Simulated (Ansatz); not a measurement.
A series in volume scale on Ni

All results are calculated (Ansatz 0.2.0). Periodic Kohn-Sham DFT of a crystal at fixed atoms, scaled to volume_scale times the given cell; pressure positive in compression, energy less spherical unpolarised free atoms, largest_vzz the field gradient of largest size among the nuclei.

The cell before it is scaled or strained (space group Fm-3m, No. 225):
```
CELL_PARAMETERS angstrom
0.00000 1.76790 1.76790
1.76790 0.00000 1.76790
1.76790 1.76790 0.00000
ATOMIC_POSITIONS crystal
Ni 0.00000 0.00000 0.00000
```

Settings of every row: method all-electron LAPW; functional PBE; relativity scalar; k mesh 20x20x20; filling fermi-dirac; smearing width 0.05 eV; basis error target 0.25 meV/atom; nucleus gaussian.

Atom:
```
element  start moment (bohr magneton)
     Ni                           1.5
```

Limits: with one magnetic atom in the cell only parallel moments are possible.

```
row  volume scale  V (Å³/atom)  pressure (GPa)  energy less free atoms (eV/atom)  cell moment (bohr magneton)
  1          0.94       10.388          10.563                           -7.0954                         0.63
  2          0.95         10.5               ?                                 ?                            ?
  3          0.96       10.611           5.556                           -7.1064                        0.634
  4          0.98       10.832           1.113                            -7.111                        0.637
  5          0.99       10.942          -0.916                            -7.111                        0.639
  6             1       11.052          -2.828                           -7.1097                         0.64
  7          1.01       11.163          -4.628                           -7.1071                        0.642
  8          1.02       11.274          -6.322                           -7.1034                        0.644
  9          1.04       11.493          -9.417                           -7.0925                        0.647
 10          1.05       11.604         -10.828                           -7.0855                        0.649
 11          1.06       11.714         -12.156                           -7.0775                        0.651
```

Question: what pressure and energy less free atoms should row 2 give?

Worked fit of pressure. Take u = (V_r/V)^(2/3) − 1 with V_r = 11.107 Å³ an atom, which is twice the finite (Eulerian) strain; such expansions in the strain, on which the Birch-Murnaghan equation of state is built, carry the rest volume and the bulk modulus. The shown rows have u = 0.04563, 0.03092, 0.01685, 0.01003, 0.00331, -0.00335, -0.0099, -0.02252, -0.02876, -0.03485. Least squares give pressure = −3.7292 + 272.584 × u + 890.16 × u² GPa; a straight line predicts inner rows, each left out in turn, worse (root mean square 0.47 against 0.011 GPa). The rows lie off it by 0.001, 0.006, -0.004, -0.010, -0.011, 0.004, 0.019, -0.001, 0.004, -0.008 (root mean square 0.0086 GPa). The pressure vanishes at u = 0.0131, or V = 10.89 Å³ an atom, and there the bulk modulus at fixed shape and fractions is B = −V dP/dV = (2/3)(1 + u) dP/du = 200 GPa. The withheld row has u = 0.03818, so the fit gives −3.7292 + 272.584 × (0.03818) + 890.16 × (0.03818)² = 7.976 GPa.

The calculation gave 7.984 GPa. The fit lies 0.008 GPa (0.035 % of the column's range) below it; its largest miss of a shown row is 0.019 GPa.

Worked fit of energy less free atoms. Take u = (V_r/V)^(2/3) − 1 with V_r = 11.107 Å³ an atom, which is twice the finite (Eulerian) strain; such expansions in the strain, on which the Birch-Murnaghan equation of state is built, carry the rest volume and the bulk modulus. The shown rows have u = 0.04563, 0.03092, 0.01685, 0.01003, 0.00331, -0.00335, -0.0099, -0.02252, -0.02876, -0.03485. Least squares give energy less free atoms = −7.10863 − 0.382 × u + 14.703 × u² eV/atom; a straight line predicts inner rows, each left out in turn, worse (root mean square 0.0077 against 7e-05 eV/atom). The rows lie off it by 0.0000, 0.0000, -0.0001, 0.0000, 0.0000, 0.0001, 0.0000, 0.0001, 0.0000, 0.0000. Its lowest point lies at u = 0.0130, or V = 10.89 Å³ an atom, and the curvature there gives the bulk modulus at fixed shape and fractions, B = (4/9)(1 + u)² E″(u)/V = 197 GPa. The withheld row has u = 0.03818, so the fit gives −7.10863 − 0.382 × (0.03818) + 14.703 × (0.03818)² = -7.1018 eV/atom.

The calculation gave -7.1018 eV/atom. The fit meets it to the printed digit.

The other values of row 2: cell moment 0.632 bohr magneton.
